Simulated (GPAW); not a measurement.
# ZrS2 (P-3m1) in GPAW: a series of runs

One crystal, ZrS2, is run at these levels: r2SCAN, TB-mBJ; tasks: equation of state, single point.

Everything below comes from runs of GPAW 26.7.0. Logs are shortened: lines on timing, memory, paths and dates and some standing lists are left out, and cuts for length are marked. The log counts tension as positive stress, the text compression.

**The experiment to reproduce.**

“Stress-Tuned Optical Transitions in Layered 1T-MX2 (M= Hf, Zr, Sn; X= S, Se) Crystals”, 2022, arxiv:2210.12074 quotes, for a bulk crystal of ZrS2: band gap 1.68 eV (indirect).

The runs below are set against these values where they give the same quantity.

### 1 Starting point

Symmetry: P-3m1, No. 164, trigonal system. Conventional cell: a = 3.691 Å, b = 3.691 Å, c = 6.041 Å, α = 90.00°, β = 90.00°, γ = 120.00°. Around Zr (site symmetry -3m) lie 6 S at 2.57 Å. S (site symmetry 3m) is surrounded by 3 Zr at 2.57 Å.

The cell is a database's computed one.

### 2 Equation of state, r2SCAN

The input, run.py:

```python
from ase import Atoms
from ase.eos import EquationOfState
from ase.io import Trajectory
from ase.units import GPa
from gpaw import GPAW, PW

atoms = Atoms(['Zr', 'S', 'S'],
              cell=[[3.6913825498, 0.0, 0.0],
                    [-1.8456912749, 3.1968310632, 0.0],
                    [0.0, 0.0, 6.04107701]],
              scaled_positions=[[0.0, 0.0, 0.0],
                                [0.3333333333, 0.6666666667, 0.23790997],
                                [0.6666666667, 0.3333333333, 0.76209003]],
              pbc=True)

traj = Trajectory('eos.traj', 'w')
volumes, energies = [], []
for x in [0.94, 0.96, 0.98, 1.0, 1.02, 1.04, 1.06]:
    a = atoms.copy()
    a.set_cell(atoms.cell * x**(1 / 3), scale_atoms=True)
    calc = GPAW(mode=PW(600),
                xc='MGGA_X_R2SCAN+MGGA_C_R2SCAN',
                kpts={'size': (7, 7, 4), 'gamma': True},
                occupations={'name': 'fermi-dirac', 'width': 0.05},
                nbands=24,
                convergence={'density': 1e-05, 'energy': 1e-05},
                maxiter=150,
                txt=f'eos-{x:.2f}.txt')
    a.calc = calc
    energies.append(a.get_potential_energy(force_consistent=True))
    volumes.append(a.get_volume())
    p = -a.get_stress()[:3].mean() / GPa
    calc.write(f'eos-{x:.2f}.gpw')
    traj.write(a)
    print(f'{x:.2f} {volumes[-1]:10.4f} A^3 {energies[-1]:14.6f} eV {p:9.3f} GPa', flush=True)

v0, e0, B = EquationOfState(volumes, energies, eos='birchmurnaghan').fit()
print(f'V0 = {v0:.4f} A^3, E0 = {e0:.6f} eV, B0 = {B / GPa:.2f} GPa')
```

Potentials or basis: GPAW PAW data sets (gpaw-data 1.2.1), pw.

Started as:

```bash
> OMP_NUM_THREADS=1 python run.py
```

The program printed:

```text
__  _  _
 | _ |_)|_||  |
 |__||  | ||/\| - 26.7.0

Input parameters:
  mode=PW(ecut=600.0),
  convergence={'density': 1e-05, 'energy': 1e-05},
  kpts=MonkhorstPack(size=(7, 7, 4), gamma=True),
  maxiter=150,
  nbands=24,
  occupations=Occupations(name='fermi-dirac', width=0.05),
  xc=XC(name='MGGA_X_R2SCAN+MGGA_C_R2SCAN')

Diagonalizing LCAO Hamiltonian
Converting LCAO to pw mode

            S

         S

       Zr

Atoms  # Å, Bohr magnetons
|   | symbol |         x |        y |        z |    initial magnetic moments |
|---|--------|-----------|----------|----------|-----------------------------|
| 0 |     Zr |  0.000000 | 0.000000 | 0.000000 | ( 0.0000,  0.0000,  0.0000) |
| 1 |      S | -0.000000 | 2.087714 | 1.407893 | ( 0.0000,  0.0000,  0.0000) |
| 2 |      S |  1.808014 | 1.043857 | 4.509862 | ( 0.0000,  0.0000,  0.0000) |

Unit cell  # Å
| periodic |         x |        y |        z |  lengths |     angles |
|----------|-----------|----------|----------|----------|------------|
|      yes |  3.616027 | 0.000000 | 0.000000 | 3.616027 |  90.000000 |
|      yes | -1.808014 | 3.131571 | 0.000000 | 3.616027 |  90.000000 |
|      yes |  0.000000 | 0.000000 | 5.917755 | 5.917755 | 120.000000 |

Number of symmetries: 12
Symmetry operations  # r_c * U_cc + t_c -> r_c
|    | kind |            matrix            |
|----|------|------------------------------|
|  0 |  σ   |  1, 1, 0,  0,-1, 0,  0, 0, 1 |
|  1 |  S6  |  1, 1, 0, -1, 0, 0,  0, 0,-1 |
|  2 |  E   |  1, 0, 0,  0, 1, 0,  0, 0, 1 |
|  3 |  C2  |  1, 0, 0, -1,-1, 0,  0, 0,-1 |
|  4 |  C2  |  0, 1, 0,  1, 0, 0,  0, 0,-1 |
|  5 |  C3  |  0, 1, 0, -1,-1, 0,  0, 0, 1 |
|  6 |  S6  |  0,-1, 0,  1, 1, 0,  0, 0,-1 |
|  7 |  σ   |  0,-1, 0, -1, 0, 0,  0, 0, 1 |
|  8 |  σ   | -1, 0, 0,  1, 1, 0,  0, 0, 1 |
|  9 |  i   | -1, 0, 0,  0,-1, 0,  0, 0,-1 |
| 10 |  C3  | -1,-1, 0,  1, 0, 0,  0, 0, 1 |
| 11 |  C2  | -1,-1, 0,  0, 1, 0,  0, 0,-1 |

BZ-sampling:
  Number of BZ points: 196
  Number of IBZ points: 28

  Monkhorst-Pack size: [7, 7, 4]
  Monkhorst-Pack shift: [0.0, 0.0, 0.125]

K-points  # in reciprocal-cell coordinates
|     |                                coordinates |     weight |
|-----|--------------------------------------------|------------|
|   0 | (  0.00000000,   0.00000000,   0.00000000) | 0.00510204 |
|   1 | (  0.00000000,   0.00000000,   0.25000000) | 0.01020408 |
|   2 | (  0.00000000,   0.00000000,   0.50000000) | 0.00510204 |
|   3 | (  0.14285714,   0.00000000,  -0.25000000) | 0.03061224 |
|   4 | (  0.14285714,   0.00000000,   0.00000000) | 0.03061224 |
|   5 | (  0.14285714,   0.00000000,   0.25000000) | 0.03061224 |
|   6 | (  0.14285714,   0.00000000,   0.50000000) | 0.03061224 |
|   7 | (  0.28571429,  -0.14285714,   0.00000000) | 0.03061224 |
|   8 | (  0.28571429,  -0.14285714,   0.25000000) | 0.06122449 |
|   9 | (  0.28571429,  -0.14285714,   0.50000000) | 0.03061224 |
| ... |                                            |            |
|  27 | (  0.42857143,   0.42857143,   0.50000000) | 0.03061224 |

Plane wave coefficients: 2258
Cutoff: 600.0 eV

Spin-components: 1 (collinear spins)
Bands:           24
Projectors:      16
Spin-degeneracy: 2
Datatype:        complex128

Parallelization:
  kpt:    1
  domain: 1
  band:   1

Density:
  Valence electrons: 24.0
  Components: 1
  Grid points: [21 21 35]
  Charge: 0.0  # |e|

Potential:
  Grid points: [21 21 35]

species:
  Zr:
    name:    Zirconium
    Z:       40.0
    valence: 12
    core:    28
    charge:  0.0  # [|e|]
    compensation charges:
      type: gauss
      rc: 0.40  # [Å]
      lmax: 2
    cutoffs:
      filter: 2.39  # [Å]
      core: 1.59  # [Å]
    projectors
    | kind |    occ | energy [eV] | rcut [Å] |
    |------|--------|-------------|----------|
    |   4s |  2.000 |     -54.478 |    1.323 |
    |   5s |  2.000 |      -4.438 |    1.323 |
    |   4p |  6.000 |     -32.467 |    1.334 |
    |   5p |  0.000 |      -1.470 |    1.334 |
    |   4d |  2.000 |      -3.600 |    1.244 |
    |    d |        |      23.611 |    1.244 |

    Using partial waves for Zr as LCAO basis

  S:
    name:    Sulfur
    Z:       16.0
    valence: 6
    core:    10
    charge:  0.0  # [|e|]
    compensation charges:
      type: gauss
      rc: 0.24  # [Å]
      lmax: 2
    cutoffs:
      filter: 1.77  # [Å]
      core: 1.66  # [Å]
    projectors
    | kind |    occ | energy [eV] | rcut [Å] |
    |------|--------|-------------|----------|
    |   3s |  2.000 |     -17.254 |    0.974 |
    |   3p |  4.000 |      -7.008 |    0.979 |
    |    s |        |       9.957 |    0.974 |
    |    p |        |      20.203 |    0.979 |
    |    d |        |       0.000 |    0.900 |

    Using partial waves for S as LCAO basis

Reference energy: -119608.811030  # eV

eigensolver:
  PPCG
  Converge bands: occupied
  niter=2

density mixing:
  MSR1-Mixer
  Pratt-step length: 0.05
  Maximum mixing coefficient: 0.75
  Old densities: 10
  SVD Regularization: 0.005
  Good broyden scale: 1.0
  Trust region scale: 1.0
  Backstep threshold: 4.0
  History deletion threshold: 6.0
  Fourier metric: weight=20.0, sigma=0.015

occupation numbers:
  Fermi-Dirac:
    width: 0.0500  # eV

poisson solver:
  ecut: 4800.0  # eV

xc functional:
  name: MGGA_X_R2SCAN+MGGA_C_R2SCAN with 2 nearest neighbor stencil

convergence criteria:
[... 6 lines left out ...]
|iter     | |      energy | eigst |  dens |
|---------|-|-------------|-------|-------|
|iter:   1| |  -46.754431 | +0.21 |       |
|iter:   2| |  -40.169631 | -1.16 | -1.07 |
|iter:   3| |-3391825.018981 | +6.20 | -1.05 |
|iter:   4| |  -34.683254 | +1.84 | +2.00 |
|iter:   5| |  -38.867143 | +1.16 | -0.24 |
|iter:   6| |  -39.717453 | -0.60 | -1.29 |
|iter:   7| |  -39.705447 | -2.12 | -1.55 |
|iter:   8| |  -39.699406 | -2.90 | -1.93 |
|iter:   9| |  -39.698845 | -3.27 | -2.24 |
|iter:  10| |  -39.699009 | -4.65 | -2.92 |
|iter:  11| |  -39.699011c| -5.72 | -3.41 |
|iter:  12| |  -39.699010c| -7.03 | -3.93 |
|iter:  13| |  -39.699010c| -7.65c| -4.59 |
|iter:  14| |  -39.699010c| -8.40c| -5.07c|

Converged in 14 steps
Energy contributions relative to reference atoms: (reference = -119608.811030)

Energy contributions:
  Kinetic:          16.963741
  Coulomb:         -18.825470
  Zero:              0.168431
  External:          0.000000
  Xc:              -38.005713
  Entropy:          -0.000000
  Spinorbit:         0.000000
  ----------------------------
  Free energy:     -39.699010
  Extrapolated:    -39.699010

dipole moment: (-6.602954, -11.436651, -21.611930)  # |e|*Ang

Fermi level: 5.653
Eigenvalues  # (at kpt = [0.000, 0.000, 0.000])
| band index |      eig [eV] | occ [0-2] |
|------------|---------------|-----------|
|          0 |       -45.442 |     2.000 |
|        ... |               |           |
|          4 |        -8.432 |     2.000 |
|          5 |        -6.781 |     2.000 |
|          6 |         0.388 |     2.000 |
|          7 |         1.877 |     2.000 |
|          8 |         1.877 |     2.000 |
|          9 |         4.893 |     2.000 |
[... 8 lines left out ...]
|         18 |        11.950 |     0.000 |
|         19 |        15.246 |     0.000 |
|        ... |               |           |
|         23 |        19.973 |     0.000 |

Gap: 1.358 eV
Transition (v -> c):
  (s=0, k=4, n=11, [0.14, 0.00, 0.00]) -> (s=0, k=21, n=12, [0.43, 0.00, 0.50])
Direct/indirect transitions are different
Direct gap: 1.987 eV
Transition at: (s=0, k=0, n=11, [0.00, 0.00, 0.00])

Stress tensor  # eV/Ang^3
|         x |         y |         z |
|-----------|-----------|-----------|
| -0.042158 |  0.000000 |  0.000000 |
|  0.000000 | -0.042158 | -0.000000 |
|  0.000000 | -0.000000 | -0.034397 |

# Writing to eos-0.94.gpw (mode='')
```

Wall time 13 min (1 thread of Arm Neoverse V2, shared host); peak memory 0.91 GiB.

Results:

```
Equilibrium volume                        : 23.74 Å³/atom (rough: see the caveat)
Bulk modulus at fixed shape and positions : 94 GPa (rough)
```

Energy against volume, from the lowest point:
| volume (Å³/atom) | energy (meV/atom) |
| --- | --- |
| 22.337 | 26.91 |
| 22.813 | 11.38 |
| 23.288 | 2.63 |
| 23.763 | 0.00 |
| 24.238 | 2.96 |
| 24.714 | 10.80 |
| 25.189 | 23.28 |

Caveat: the points scatter about the fit; the cell was scaled at fixed shape and fractional positions, which overstates the stiffness of a crystal with free parameters, most of all of layers and chains; the PAW data sets were made with another functional, which shifts forces and pressure a little.

### 3 Single point, TB-mBJ

The input, run.py:

```python
from ase import Atoms
from ase.dft.bandgap import bandgap
from ase.io import write
from gpaw import GPAW, PW

atoms = Atoms(['Zr', 'S', 'S'],
              cell=[[3.6913825498, 0.0, 0.0],
                    [-1.8456912749, 3.1968310632, 0.0],
                    [0.0, 0.0, 6.04107701]],
              scaled_positions=[[0.0, 0.0, 0.0],
                                [0.3333333333, 0.6666666667, 0.23790997],
                                [0.6666666667, 0.3333333333, 0.76209003]],
              pbc=True)

calc = GPAW(mode=PW(600),
            xc='TB09',
            kpts={'size': (8, 8, 4), 'gamma': True},
            occupations={'name': 'fermi-dirac', 'width': 0.05},
            nbands=24,
            convergence={'density': 1e-05, 'energy': 1e-05},
            eigensolver='cg',
            maxiter=150,
            txt='gpaw.txt')
atoms.calc = calc
energy = atoms.get_potential_energy()
calc.write('gs.gpw')
write('result.traj', atoms)
print('Fermi level:', round(calc.get_fermi_level(), 4), 'eV')
print(f'Gap: {bandgap(calc)[0]:.4f} eV, direct: {bandgap(calc, direct=True)[0]:.4f} eV')
```

Potentials or basis: GPAW PAW data sets for LDA (gpaw-data 1.2.1), pw.

Started as:

```bash
> OMP_NUM_THREADS=1 python run.py
```

Wall time 3.4 min (1 thread of Arm Neoverse V2, shared host); peak memory 0.32 GiB.

Results (log left out):

| Item | Value |
| --- | --- |
| Band gap on the k mesh | 1.50 eV, indirect (least direct gap 2.01 eV) |

Levels at points of the mesh, in eV from the valence-band top:
```tsv
k point	band 8	band 9	band 10	band 11	band 12	band 13	band 14	band 15	band 16	band 17
(0.00, 0.00, 0.00)	-2.85	-2.85	-0.16	-0.16	-0.03	1.97	1.98	2.89	5.07	5.07
(0.00, 0.00, 0.50)	-2.83	-2.83	-1.36	-0.24	-0.24	1.95	1.96	3.20	5.32	5.32
(0.50, 0.50, 0.00)	-2.54	-2.43	-2.21	-1.51	-1.17	1.63	3.58	3.87	5.68	6.09
(0.50, 0.50, 0.50)	-2.85	-2.64	-2.13	-1.00	-0.76	1.50	3.57	3.87	5.36	6.44
```

Caveat: a model potential gives levels but no total energy; the PAW data sets were made with another functional, which shifts forces and pressure a little.

### 4 Against experiment

Step 3. Measured gap of ZrS2: 1.68 eV (indirect; quoted in “Stress-Tuned Optical Transitions in Layered 1T-MX2 (M= Hf, Zr, Sn; X= S, Se) Crystals”, 2022, arxiv:2210.12074). This calculation gives 1.50 eV (-0.18 eV). Spin-orbit coupling on Zr is left out. The value is that of TB-mBJ on a finite k mesh, which can miss the band edges, without temperature or zero-point motion. The cell is a database's relaxed one, not the measured one, which moves gaps too.
